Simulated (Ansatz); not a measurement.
# HfC (NiAs type): how the settings move a single-point run

How sensitive is a single-point run of HfC (NiAs type) to its settings? A reference run comes first, then one run with altered input.

Computed with Ansatz 0.2.0 (reference: DFT, PBE, all-electron LAPW, scalar-relativistic, unless a step's input says otherwise).

### 1 The structure to begin with

It takes space group P6_3/mmc (No. 194, hexagonal). Conventional cell: a = 3.011 Å, b = 3.011 Å, c = 5.429 Å, α = 90.00°, β = 90.00°, γ = 120.00°. Around Hf (site symmetry -3m) lie 6 C at 2.21 Å. C (site symmetry -6m2) has 6 Hf at 2.21 Å as nearest neighbours.

As a file:

```xyz
4
Lattice="3.0109 0.0000 0.0000 -1.5054 2.6075 0.0000 0.0000 0.0000 5.4289" Properties=species:S:1:pos:R:3 pbc="T T T"
Hf    0.0000    0.0000    0.0000
Hf    0.0000    0.0000    2.7145
C     0.0000    1.7383    1.3572
C     1.5054    0.8692    4.0717
```

### 2 Baseline

Input file input.yaml:

```yaml
crystal:
  lattice:
    - [3.0108653993, 0.0, 0.0]
    - [-1.5054326996, 2.6074859231, 0.0]
    - [0.0, 0.0, 5.4289111877]
  atoms:
    - { symbol: Hf, position: [0.0, 0.0, 0.0] }
    - { symbol: Hf, position: [0.0, 0.0, 0.5] }
    - { symbol: C, position: [0.3333333333, 0.6666666667, 0.25] }
    - { symbol: C, position: [0.6666666667, 0.3333333333, 0.75] }
kpoints:
  mp_grid: { grid: [10, 10, 6] }
scf:
  occupations: { method: fermi_dirac, width: 0.05 }
hamiltonian:
  xc: pbe
  pseudopotentials: { kind: all_electron, lapw: { basis_error: 0.001 } }
output:
  forces: true
  stress: true
  eigenvalues: true
  populations: true
```

The run is started by

```sh
$ ansatz run input.yaml --threads 1 --pin off --max-ram 3072MiB --backend cpu --events-out ev --progress --plain --runs-dir out
```

The main lines of its log:

```text
[...]
Basis set: ecut = 340.1788401065127 eV, 635 PW (Γ), exchange–correlation at level 2
[...]
k-points: 56 of 600
[...]
SCF iter   1: F=—  HF=-822578.156239 eV  |F-HF|=—  |Δ(HF+E_count)|=         —  Δρ=1.54e-1  dr2=1.29e1  ethr=1.34e-2  ⟨swp⟩=2.0  Hψ=19915  notcnv=0
preconditioner: auto → Kerker (q_TF=auto, 3.124 Å⁻¹)  [metal: Δε(μ)=0.099 eV  Ē_g=18.705 eV  σ=0.050 eV  W_gap=0.44  n_scr=22 (ndim 8)  ℏωp=42.6 eV  f_vac=0.000  D(μ)=0.26/eV (n_scr^D=0)]
[...]
SCF iter   2: F=—  HF=-822573.984973 eV  |F-HF|=—  |Δ(HF+E_count)|=    4.17e0  Δρ=4.00e-2  dr2=8.02e-1  ethr=8.36e-4  ⟨swp⟩=2.0  Hψ=16589  notcnv=0
[...]
SCF iter   9: F=—  HF=-822573.774235 eV  |F-HF|=—  |Δ(HF+E_count)|=   6.16e-7  Δρ=1.99e-5  dr2=1.76e-7  ethr=1.72e-9  ⟨swp⟩=3.0  Hψ=9860  notcnv=0
SCF iter  10: F=-822573.774235 eV  HF=-822573.774235 eV  |F-HF|=6.64e-9  |Δ(HF+E_count)|=   5.82e-9  Δρ=7.06e-6  dr2=2.82e-8  ethr=1.83e-10  ⟨swp⟩=3.0  Hψ=9839  notcnv=0
[...]
SCF converged after 10 iterations
Free energy (F): -822573.774235 eV
[...]
E sigma→0 (E₀):  -822573.770296 eV
[...]
Fermi energy:    24.314378 eV
[...]
  P = ⅓ Tr σ = 71.4006 GPa (714.006 kbar)
[...]
```

Run time: 66 s. Hardware: 1 thread of Intel Xeon Platinum 8259CL at 2.50GHz (Skylake/Cascade Lake), shared host; peak memory 0.63 GiB.

### 3 Changing settings: mp_grid.grid [3, 3, 2]

input.yaml: that of step 2 with these lines changed.

```diff
@@ -11,3 +11,3 @@
 kpoints:
-  mp_grid: { grid: [10, 10, 6] }
+  mp_grid: { grid: [3, 3, 2] }
 scf:
```

The run is started by

```sh
$ ansatz run input.yaml --threads 1 --pin off --max-ram 3072MiB --backend cpu --events-out ev --progress --plain --runs-dir out
```

What it wrote:

```text
Hf: projections on atomic orbitals take those of the free atom 1s2 2s2 2p6 3s2 3p6 3d10 4s2 4p6 4d10 4f14 5s2 5p6 5d2 6s2, of charge +0.00 (hamiltonian.pseudopotentials.projection_atoms)
C: projections on atomic orbitals take those of the free atom 1s2 2s2 2p2, of charge +0.00 (hamiltonian.pseudopotentials.projection_atoms)
LAPW: plane waves up to 9.449 Å⁻¹, error target 1.0e-3 eV per atom; small_component_spin mean_spin; C in spheres of 0.898 Å, 6 of its electrons in bands, Dirac shells []; Hf in spheres of 1.308 Å, 42 of its electrons in bands, Dirac shells []
Engine: ansatz 0.2.0
Pseudopotentials: kind: all_electron
Pseudopotential: Hf, LAPW, valence charge 42, Koelling and Harmon's equation, gaussian nucleus
Pseudopotential: C, LAPW, valence charge 6, Koelling and Harmon's equation, gaussian nucleus
Functional definition: PBE
  parameter kappa = 0.804
  parameter beta = 0.06672455060314922
  exchange = pbe_x(kappa = kappa, mu = beta*pi^2/3)
  correlation = pbe_c(beta = beta)
Crystal: 4 atoms, lattice volume = 42.621 Å³
Basis set: ecut = 340.1788401065127 eV, 635 PW (Γ), exchange–correlation at level 2
Bands: 58, of which v1, the nominal top of the filled ones, is band 48 counted from 1 (47 counted from 0)
Symmetry: 24 space group operations
Space group: P63/mmc (ITA 194), of the structure as read, at distance tolerance 3.5e-5 Å
k-points: 6 of 18
Non-local potential: Hf, projectors of the file, none
Non-local potential: C, projectors of the file, none
Initial density: superposition of atomic densities (chi_scale 0.1, normalization cell, long waves kept (reshape's long-wave potential 0.00 eV rms))
Initial wavefunctions: plane waves of lowest kinetic energy (no species holds an atomic orbital)
Functional: x = pbe(κ = 0.804, μ = 0.2195149727645171), c = pbe(β = 0.06672455060314922)
iter 1 solved again at ethr=1.36e-2 eV; its pass at ethr=1.00e-1 eV (dr2=1.30e1 eV) is discarded
SCF iter   1: F=—  HF=-822577.863773 eV  |F-HF|=—  |Δ(HF+E_count)|=         —  Δρ=1.55e-1  dr2=1.30e1  ethr=1.36e-2  ⟨swp⟩=2.0  Hψ=2132  notcnv=0
preconditioner: auto → Resta (q_TF=auto, 3.124 Å⁻¹)  ε∞=6.2  [insulator: Δε(μ)=0.207 eV  Ē_g=18.630 eV  σ=0.050 eV  W_gap=0.75  n_scr=22 (ndim 8)  ℏωp=42.6 eV  f_vac=0.000  D(μ)=2.10/eV (n_scr^D=22)  ε∞_Penn≈6.2]
iter 2 solved again at ethr=3.38e-4 eV; its pass at ethr=1.36e-2 eV (dr2=3.24e-1 eV) is discarded
SCF iter   2: F=—  HF=-822573.897731 eV  |F-HF|=—  |Δ(HF+E_count)|=    3.97e0  Δρ=2.99e-2  dr2=3.24e-1  ethr=3.38e-4  ⟨swp⟩=2.0  Hψ=1772  notcnv=0
preconditioner: auto → Kerker (q_TF=auto, 3.124 Å⁻¹)  [metal: Δε(μ)=0.014 eV  Ē_g=20.062 eV  σ=0.050 eV  W_gap=0.07  n_scr=22 (ndim 8)  ℏωp=42.6 eV  f_vac=0.000  D(μ)=4.43/eV (n_scr^D=66)]
SCF iter   3: F=—  HF=-822573.781292 eV  |F-HF|=—  |Δ(HF+E_count)|=         —  Δρ=2.92e-2  dr2=4.44e-1  ethr=3.38e-4  ⟨swp⟩=3.0  Hψ=1108  notcnv=0
the basis was enlarged: its passes take 1.2 MiB over the memory plan, 1 of 1 planned eigensolver slots
SCF iter   4: F=—  HF=-822573.742005 eV  |F-HF|=—  |Δ(HF+E_count)|=   3.93e-2  Δρ=1.82e-2  dr2=1.74e-1  ethr=3.38e-4  ⟨swp⟩=2.0  Hψ=993  notcnv=0
SCF iter   5: F=—  HF=-822573.699562 eV  |F-HF|=—  |Δ(HF+E_count)|=   4.24e-2  Δρ=4.28e-3  dr2=9.42e-3  ethr=1.81e-4  ⟨swp⟩=2.7  Hψ=1038  notcnv=0
SCF iter   6: F=—  HF=-822573.699939 eV  |F-HF|=—  |Δ(HF+E_count)|=   3.77e-4  Δρ=1.22e-3  dr2=5.25e-4  ethr=9.81e-6  ⟨swp⟩=3.0  Hψ=1084  notcnv=0
SCF iter   7: F=—  HF=-822573.699776 eV  |F-HF|=—  |Δ(HF+E_count)|=   1.63e-4  Δρ=5.29e-4  dr2=9.82e-5  ethr=5.47e-7  ⟨swp⟩=3.0  Hψ=1047  notcnv=0
SCF iter   8: F=—  HF=-822573.699765 eV  |F-HF|=—  |Δ(HF+E_count)|=   1.02e-5  Δρ=1.05e-4  dr2=4.19e-6  ethr=1.02e-7  ⟨swp⟩=3.0  Hψ=1053  notcnv=0
SCF iter   9: F=—  HF=-822573.699765 eV  |F-HF|=—  |Δ(HF+E_count)|=   2.13e-7  Δρ=1.89e-5  dr2=1.23e-7  ethr=4.37e-9  ⟨swp⟩=3.0  Hψ=1047  notcnv=0
SCF iter  10: F=-822573.699765 eV  HF=-822573.699765 eV  |F-HF|=2.33e-10  |Δ(HF+E_count)|=   4.19e-8  Δρ=3.19e-6  dr2=3.26e-9  ethr=1.28e-10  ⟨swp⟩=3.0  Hψ=1053  notcnv=0
SCF 1 converged in 10 iterations: F = -822573.699765 eV  dr2 = 3.26e-9
SCF converged after 10 iterations
Free energy (F): -822573.699765 eV
Harris-Foulkes:  -822573.699765 eV  (|F-HF|=2.33e-10)
Internal energy: -822573.670182 eV  (E = F + TS)
E sigma→0 (E₀):  -822573.684974 eV
Entropy (-TS):   -0.029583 eV (-7.396 meV/atom)
Fermi energy:    24.642907 eV
--- Per-component energies (eV) ---
  E_band       = -8135.988281
  E_kinetic    = 915080.083808
  E_xc         = -17136.355742
  E_electrostatic = -1720517.398248  (all electrons and nuclei)
  E_smearing   = -0.029583  (= −TS)
  E_closure    = 0.000000  (closes the sum)
  E_atoms      = -822541.107707  (free atoms, spherical and without spin; not in F)
  Σ components = -822573.699765   (vs F -822573.699765, Δ=0.00e0)
  Basis errors (estimates in eV, not in F): energy 3.5e-4 per atom: plane waves 3.1e-4 (1.7e-4 summed), levels above the bands 3.4e-85, relativity 5.8e-8, radial functions 3.6e-5, core shells 4.4e-7; eigenvalues (radial functions only) 2.8e-6; not estimated: angular momenta, meshes, grids; target (lapw.basis_error) 1.0e-3; muffin-tin radii C 0.898 Å, Hf 1.308 Å
--- Forces (eV/Å), atoms counted from 1 ---
  atom   1  Hf     0.00000000    -0.00000000     0.00000000
  atom   2  Hf    -0.00000000    -0.00000000     0.00000000
  atom   3  C      0.00000000     0.00000000     0.00000000
  atom   4  C     -0.00000000    -0.00000000     0.00000000
  max |Σ_I F_I| component: 9.25e-18 eV/Å
--- Stress (GPa, compression-positive) ---
       75.276591       0.000000       0.000000
        0.000000      75.276591       0.000000
        0.000000       0.000000      58.341809
  P = ⅓ Tr σ = 69.6317 GPa (696.317 kbar)
--- Band table (eV; the first three rows and the last of 6) ---
  k-point 0: bands = ["-347.6049", "-347.6049", "-347.6049", "-347.6049", "-347.5866", "-347.5866", "-239.4340", "-239.4340", "-175.4722", "-175.4722", "-175.4722", "-175.4722", "-175.4465", "-175.4465", "-175.4465", "-175.4465", "-175.4455", "-175.4454", "-36.2402", "-36.0923", "-6.2051", "-4.6510", "-4.6510", "-4.4411", "-4.4411", "-4.2755", "11.3870", "13.6732", "13.8748", "13.8958", "13.9113", "13.9113", "13.9793", "13.9793", "14.0116", "14.0116", "14.0415", "14.0602", "14.0620", "14.0954", "14.0954", "16.0609", "17.6881", "21.4935", "21.4935", "22.5147", "25.3395", "26.0568", "26.0568", "26.7217", "26.7217", "26.7519", "26.7519", "32.1079", "32.1079", "32.3578", "33.4525", "33.6447"]
  k-point 1: bands = ["-347.6049", "-347.6049", "-347.6049", "-347.6049", "-347.5866", "-347.5866", "-239.4340", "-239.4340", "-175.4722", "-175.4722", "-175.4722", "-175.4722", "-175.4465", "-175.4465", "-175.4465", "-175.4465", "-175.4455", "-175.4455", "-36.1668", "-36.1668", "-5.3069", "-5.3069", "-4.5472", "-4.5472", "-4.5472", "-4.5472", "12.9690", "12.9690", "13.9149", "13.9149", "13.9619", "13.9619", "13.9619", "13.9619", "13.9849", "13.9849", "14.0301", "14.0301", "14.0301", "14.0301", "14.0611", "14.0611", "20.9521", "20.9521", "22.8715", "22.8715", "22.8715", "22.8715", "27.7058", "27.7058", "28.0769", "28.0769", "28.0769", "28.0769", "32.6500", "32.6500", "32.6500", "32.6500"]
  k-point 2: bands = ["-347.6049", "-347.6049", "-347.6049", "-347.6049", "-347.5866", "-347.5866", "-239.4340", "-239.4340", "-175.4722", "-175.4722", "-175.4722", "-175.4722", "-175.4465", "-175.4465", "-175.4465", "-175.4465", "-175.4455", "-175.4454", "-36.1721", "-36.0278", "-5.9684", "-5.6119", "-5.2817", "-4.8651", "-4.6260", "-4.1531", "13.2949", "13.6673", "13.9289", "13.9424", "13.9507", "13.9635", "13.9700", "13.9813", "13.9904", "13.9990", "14.0395", "14.0579", "14.0885", "14.0923", "14.1039", "14.9810", "19.7830", "19.9419", "21.4305", "21.9302", "22.5237", "23.5257", "24.6294", "27.0696", "29.5584", "30.2480", "30.8018", "31.4296", "33.3113", "33.7830", "35.8169", "36.1581"]
  k-point 5: bands = ["-347.6049", "-347.6049", "-347.6049", "-347.6049", "-347.5866", "-347.5866", "-239.4340", "-239.4340", "-175.4722", "-175.4722", "-175.4722", "-175.4722", "-175.4465", "-175.4465", "-175.4465", "-175.4465", "-175.4455", "-175.4455", "-36.0670", "-36.0670", "-5.3812", "-5.3812", "-5.3653", "-5.3653", "-5.0173", "-5.0173", "13.6981", "13.6981", "13.9334", "13.9334", "13.9625", "13.9625", "13.9985", "13.9985", "14.0046", "14.0046", "14.0092", "14.0092", "14.0308", "14.0308", "15.1971", "15.1971", "19.7588", "19.7588", "21.5897", "21.5897", "22.1242", "22.1242", "26.7516", "26.7516", "29.8295", "29.8295", "31.3423", "31.3423", "33.8160", "33.8160", "37.6349", "37.6349"]
--- Löwdin populations: 4 sites ---
  site symbol       q [e]
     0     Hf     71.3475
     1     Hf     71.3475
     2      C      6.6247
     3      C      6.6247
  spilling = 0.000356 (of n_electrons = 156.000000)
```

It took 11 s on 1 thread of Intel Xeon Platinum 8259CL at 2.50GHz (Skylake/Cascade Lake), shared host; peak memory 0.36 GiB.

Changing the k-point mesh moves the energy by +18.6 meV/atom, and the pressure goes from 71.4 to 69.6 GPa. The energy is not variational in the mesh, so the sign tells nothing. Cost: 11 s against 66 s. The variant is not converged in its settings.

### 4 Comparison

```csv
run,ending,energy change,pressure (GPa),gap (eV),force (eV/Å),cycles,time
reference,converged,0,71.4,0.00,0.00,10,66 s
"1: mp_grid.grid [3, 3, 2]",converged,+18.6 meV/atom,69.6,0.00,0.00,10,11 s
```

Residual by cycle in the longest SCF loop of each run; runs are numbered as in the table. The quantity is the density residual dr2, in eV.

```csv
cycle,reference,run 1
1,12.9,13
2,0.802,0.324
3,0.65,0.444
4,0.237,0.174
5,0.00992,0.00942
6,4.9e-4,5.2e-4
7,5.2e-5,9.8e-5
8,1.7e-6,4.2e-6
9,1.8e-7,1.2e-7
10,2.8e-8,3.3e-9
```

**Reading.** Changing the k-point mesh moves the energy by +18.6 meV/atom, and the pressure goes from 71.4 to 69.6 GPa. The energy is not variational in the mesh, so the sign tells nothing. Cost: 11 s against 66 s. The structure is not at rest: the sound run finds 71 GPa, so these are no properties of the relaxed crystal. 
